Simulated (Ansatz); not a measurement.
# MoS2: the cost of one run

Computed with Ansatz 0.2.0 (DFT PBEsol, scalar-relativistic, plane waves, PAW, unless a step's input says otherwise).

8 further runs of the same task are left out: 1 that didn't finish, 7 set aside as unsound or not needed.

### Step 1. Starting point

It takes space group P-6m2 (No. 187, hexagonal). Conventional cell: a = 3.184 Å, b = 3.184 Å, c = 17.335 Å, α = 90.00°, β = 90.00°, γ = 120.00°. Mo (site symmetry -6m2) is surrounded by 6 S at 2.41 Å. S (site symmetry 3m) is surrounded by 3 Mo at 2.41 Å.

As a file:

```
Mo S
1.0
     3.18413    0.00000    0.00000
    -1.59206    2.75753    0.00000
     0.00000    0.00000   17.33460
Mo S
1 2
Direct
  0.00000 0.00000 0.00000
  0.33333 0.66667 0.08949
  0.33333 0.66667 0.91051
```

Source of the structure: the Materials Project (structure only).

### Step 7. Plan of the scan

The energy is mapped over two normal modes frozen in (zone-centre modes of the cell shown, which folds in the wave vector (0, 1/2, 1/2) of the primitive cell).

The axes are (1) amplitude of mode 9 (307 cm⁻¹), largest displacement: 7 values from −0.064 Å; (2) amplitude of mode 15 (388 cm⁻¹), largest displacement: 7 values from −0.06 Å.

Nothing else is relaxed (the cell and all other modes fixed). Energies count from the relaxed high-symmetry cell. Points are written as (first, second).

The patterns, per unit of each coordinate (Å):

```csv
atom,x1,y1,z1,x2,y2,z2
Mo1,0.000,0.000,0.000,0.000,0.000,0.641
Mo2,0.000,0.000,0.000,0.000,0.000,-0.641
S3,1.000,0.000,0.000,0.000,-0.894,0.447
S4,-1.000,0.000,0.000,0.000,0.894,-0.447
S5,1.000,0.000,0.000,0.000,-0.894,-0.447
S6,-1.000,0.000,0.000,0.000,0.894,0.447
```

(The set-up runs are not shown.)

### Step 8. Point (−0.021 Å, −0.02 Å)

File input.yaml:

```yaml
crystal:
  lattice:
    - [-3.1416101019, 0.0, 0.0]
    - [0.0, 5.4414283141, 0.0]
    - [1.570805051, -2.720714157, -17.3375906993]
  atoms:
    - { symbol: Mo, position: [1.0003699098, 0.0003699098, 1.0007398196] }
    - { symbol: Mo, position: [0.4996300902, 0.4996300902, 0.9992601804] }
    - { symbol: S, position: [0.962103236, 0.2919439737, 0.9106465461] }
    - { symbol: S, position: [0.4480273554, 0.7848532843, 0.9096146367] }
    - { symbol: S, position: [0.5514566899, 0.8812974276, 0.0893534539] }
    - { symbol: S, position: [0.0384127187, 0.3752386476, 0.0903853633] }
basis:
  ecutwfc: 420
kpoints:
  mp_grid: { grid: [10, 10, 10] }
hamiltonian:
  xc: pbesol
  pseudopotentials: { kind: paw, azcp: { folder: soft_1 } }
scf:
  occupations: { method: gaussian, width: 0.05 }
output:
  forces: true
  stress: true
  eigenvalues: true
```

The run is started by

```
$ ansatz run input.yaml --threads 4 --pin off --max-ram 8192MiB --backend cpu --events-out ev --progress --plain --runs-dir out
```

**Question.** How long does this run take on 4 threads of Arm Neoverse V2, shared host, and how much memory does it need?

About 64 s, with a peak of 1.9 GiB.
